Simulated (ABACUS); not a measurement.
Crystal: MoP.

```xyz
2
Lattice="3.2230 0.0000 0.0000 -1.6115 2.7912 0.0000 0.0000 0.0000 3.1910" Properties=species:S:1:pos:R:3 pbc="T T T"
Mo    0.0000    0.0000    0.0000
P     0.0000    1.8608    1.5955
```

Base run:

* Program: ABACUS 3.10.1
* Functional: PBE
* Potentials or basis: PseudoDojo NC SR 0.4.1 PBE standard
* Cutoff: 1361 eV
* Density cutoff: 5442 eV
* Basis: TZDP LCAO (the cutoffs set its grid)
* k mesh: 7 × 7 × 6
* Occupations: fermi-dirac, width 0.05 eV
* Spin: no spin polarisation

Its results: band gap on the k mesh none (metal or under the smearing width); pressure 3.3 GPa.

Q: The run is repeated on the same cell with these changes: basis from TZDP LCAO (the cutoffs set its grid) to DZP LCAO (the cutoffs set its grid); orbital files from Mo Mo_confined-atom_7au_4s3p3d1f.orb, P P_confined-atom_7au_3s3p2d1f.orb to Mo Mo_confined-atom_7au_3s2p2d1f.orb, P P_confined-atom_7au_2s2p1d.orb. What comes out?

A: Band gap on the k mesh none (metal or under the smearing width); pressure 4.4 GPa.

Caveats: the atomic orbitals were generated for these runs and aren't a published set; the basis of atomic orbitals isn't converged, which shifts pressures, moduli and gaps.
